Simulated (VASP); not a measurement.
Input of a VASP 6.6.1 run:

The input INCAR:

```
SYSTEM = Li
  PREC = Accurate
  ENCUT = 520
  EDIFF = 1E-6
  ISMEAR = 0
  SIGMA = 0.1
  LREAL = .False.
  LASPH = .True.
  NELM = 100
  ALGO = Normal
  ISIF = 2
  LWAVE = .False.
  LCHARG = .False.
  GGA = PE
  NBANDS = 20
```

File KPOINTS:

```
Automatic mesh
0
Gamma
  3 3 3
  0 0 0
```

The input POSCAR:

```
Li
1.0
   -3.4453500000      3.4453500000      3.4453500000
    3.4453500000     -3.4453500000      3.4453500000
    3.4453500000      3.4453500000     -3.4453500000
Li
7
Direct
   -0.0043941835     -0.0003371210      0.4962787525
   -0.0040116389      0.4979153061     -0.0015560103
    0.0010535940      0.5038676767      0.5028547172
    0.5018947277      0.0018688958      0.0041647438
    0.4954678044     -0.0007441914      0.4980393864
    0.4960976388      0.4975800717     -0.0029734280
    0.4999952109      0.5021957131      0.5015901142
```

Potentials or basis: VASP PAW PBE potentials, release 64 (Li_sv).

Launch:

```sh
$ cat potpaw_PBE.64/Li_sv/POTCAR > POTCAR
$ mpirun -np 1 vasp_std > vasp.out
```

(1) Predict the band gap on the k mesh.

(2) Predict the largest force.

Answers

(1) none (metal or under the smearing width).

(2) 0.019 eV/Å.

Caveat: the k mesh is coarse (spacing up to 0.43 Å⁻¹), so the values aren't converged.
